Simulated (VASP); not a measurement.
Si, 1 atom in the cell. Symmetry: P6/mmm, No. 191, hexagonal system. The conventional cell has a = 2.694 Å, b = 2.694 Å, c = 2.462 Å, α = 90.00°, β = 90.00°, γ = 120.00°. Around Si (site symmetry 6/mmm) lie 8 Si at 2.46 to 2.69 Å. This isn't the form of Si at room conditions, which is diamond. The cell isn't the ideal one: strained and moved within a subgroup.

```yaml
Program: VASP 6.6.1
Task: single point
Functional: PBE
Potentials_or_basis: VASP PAW PBE potentials, release 64 (Si)
Cutoff: 520 eV
k_mesh: 18 × 18 × 16
Occupations: gaussian, width 0.1 eV
Spin: no spin polarisation
Dipole_correction: no
Further_INCAR_settings: ALGO = Fast; EDIFF = 1e-07; NBANDS = 8
```

Potentials or basis: VASP PAW PBE potentials, release 64 (Si).

Launch:

```bash
$ cat potpaw_PBE.64/Si/POTCAR > POTCAR
$ mpirun -np 1 vasp_std > vasp.out
```

Hardware: 1 thread of AMD EPYC 7R13 Processor (Zen 3), on a shared host.

**Question.** Estimate the wall time of this run.

**Answer.** It took 23 s on 1 thread of AMD EPYC 7R13 Processor (Zen 3), on a shared host, peak memory 0.11 GiB. Counts: scf iterations 12, k points 333.
